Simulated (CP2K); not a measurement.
Bi: equation of state with PBEsol

The system is Bi.

```xyz
1
Lattice="3.4319 0.0000 0.0000 -1.1440 3.2357 0.0000 -1.1440 -1.6178 2.8022" Properties=species:S:1:pos:R:3 pbc="T T T"
Bi    0.0000    0.0000    0.0000
```

This isn't the form of Bi at room conditions, which is rhombohedral.

| Item | Value |
| --- | --- |
| Program | CP2K 2026.2 |
| Task | equation of state |
| Functional | PBEsol |
| Potentials or basis | POTENTIAL_UZH Bi GTH-PBE-q5; TZVP-MOLOPT-PBE-GTH basis |
| Density cutoff | 6123 eV |
| k mesh | 9 × 9 × 9 |
| Occupations | fermi-dirac, width 0.05 eV |
| Spin | no spin polarisation |
| SCF solver | diagonalisation with k points |
| Quickstep method | GPW |
| EPS_DEFAULT | 1.0E-10 |
| EPS_SCF | 1.0E-6 |
| MAX_SCF | 100 |
| SCF_GUESS | ATOMIC |
| k points reduced by the point group | yes |
| Mesh centred on Gamma | yes |
| CHOLESKY | OFF |
| EPS_EIGVAL | 1.0E-7 |
| MIXING METHOD | BROYDEN_MIXING |
| MIXING ALPHA | 0.4 |
| NBUFFER | 8 |
| NGRIDS | 4 |
| Basis sets | Bi TZVP-MOLOPT-PBE-GTH-q5 |
| Potentials | Bi GTH-PBE-q5 of POTENTIAL_UZH |
| ADDED_MOS | [8] |
| REL_CUTOFF (Ry) | 60 Ry |
| MIXING BETA (1/bohr) | 1.5 1/bohr |
| CUTOFF of the grids | 450 Ry |

```json
{
  "Equilibrium volume": "31.33 Å³/atom",
  "Bulk modulus": "55 GPa",
  "Pressure derivative of the bulk modulus": "3.7"
}
```

Energy against volume, from the lowest point:
```csv
volume (Å³/atom),energy (meV/atom)
29.250,26.38
29.872,12.39
30.495,3.79
31.117,0.00
31.739,0.61
32.362,5.26
32.984,13.60
```

All runs of the series together: 2.1 min on 1 thread of Arm Neoverse V2, with other jobs on the host.

Caveat: the potentials were made for another functional, which shifts forces and pressure; the basis of atomic orbitals isn't converged, which shifts pressures, moduli and gaps.
